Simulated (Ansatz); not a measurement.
Crystal: ZrS2.

```
Zr S
1.0
     3.69138    0.00000    0.00000
    -1.84569    3.19683    0.00000
     0.00000    0.00000    6.04108
Zr S
1 2
Direct
  0.00000 0.00000 0.00000
  0.33333 0.66667 0.23791
  0.66667 0.33333 0.76209
```

The cell is a database's computed one.

Base run:

* Program: Ansatz 0.2.0
* Functional: PBEsol
* Potentials or basis: all-electron LAPW, scalar-relativistic
* Cutoff: 201 eV
* Density cutoff: 803 eV
* Basis error allowed: 0.002 eV/atom
* k mesh: 8 × 8 × 5
* Occupations: fermi-dirac, width 0.05 eV
* Spin: no spin polarisation

Its results: band gap on the k mesh 0.98 eV, indirect (least direct gap 1.58 eV); pressure -2.5 GPa; largest force 0.150 eV/Å.

Question: The run is repeated on the same cell with these changes: functional from PBEsol to LDA. What comes out?

Answer: Band gap on the k mesh 0.94 eV, indirect (least direct gap 1.53 eV); pressure -4.5 GPa; largest force 0.297 eV/Å.

LDA binds more tightly than PBEsol, so the same cell stands under less pressure.

Caveats: this functional lacks dispersion, which binds the layers, so the pressure and a relaxed spacing across them are unreliable (some runs).

Not every run made on this cell is shown here.
